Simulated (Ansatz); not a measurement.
One change: `C[SiH2]C(N)=O` becomes `NC(N)=O`.

Ansatz, PBE0-D4/def2-TZVP geometries, multiplicity 1. Each molecule was computed in one conformer, which needn't be the lowest.

| property | `C[SiH2]C(N)=O` |
| --- | --- |
| HOMO energy (ωB97M-V/def2-TZVPP) / eV | -9.28 |
| HOMO energy (B3LYP/def2-TZVPP) / eV | -6.72 |
| ideal-gas entropy at 298 K and 1 bar (rigid rotor, harmonic PBE0-D4/def2-TZVP) / J/(mol·K) | 352 |
| size of the dipole moment (PBE/def2-TZVPP) / D | 2.88 |
| LUMO energy (ωB97M-V/def2-TZVPP) / eV | 1.80 |
| HOMO–LUMO gap (PBE/def2-TZVPP) / eV | 4.31 |

(1) What does the change do to each property? (Best estimate.)

## Answers

(1) Computed: 
| property | `NC(N)=O` | shift |
| --- | --- | --- |
| HOMO energy (ωB97M-V/def2-TZVPP) / eV | -9.94 | -0.66 |
| HOMO energy (B3LYP/def2-TZVPP) / eV | -7.25 | -0.53 |
| ideal-gas entropy at 298 K and 1 bar (rigid rotor, harmonic PBE0-D4/def2-TZVP) / J/(mol·K) | 273 | -79 |
| size of the dipole moment (PBE/def2-TZVPP) / D | 3.70 | 0.82 |
| LUMO energy (ωB97M-V/def2-TZVPP) / eV | 2.04 | 0.24 |
| HOMO–LUMO gap (PBE/def2-TZVPP) / eV | 5.70 | 1.39 |

With PBE0 the HOMO falls by 0.55 eV and the LUMO rises by 0.85 eV, so the gap widens by about 1.40 eV. PBE moves the HOMO by -0.36 eV and ωB97M-V by -0.66 eV. The zero-point energy changes by -67.7 kJ/mol with -12 modes. Dipoles are sizes alone; their direction can turn. Modes under 60 cm⁻¹, often nearly free rotors, make the harmonic entropy too high.

B3LYP here is the variant with VWN-RPA as its local correlation; programs differ in this.

Positive LUMOs are unbound, so they and the gaps depend on the basis.
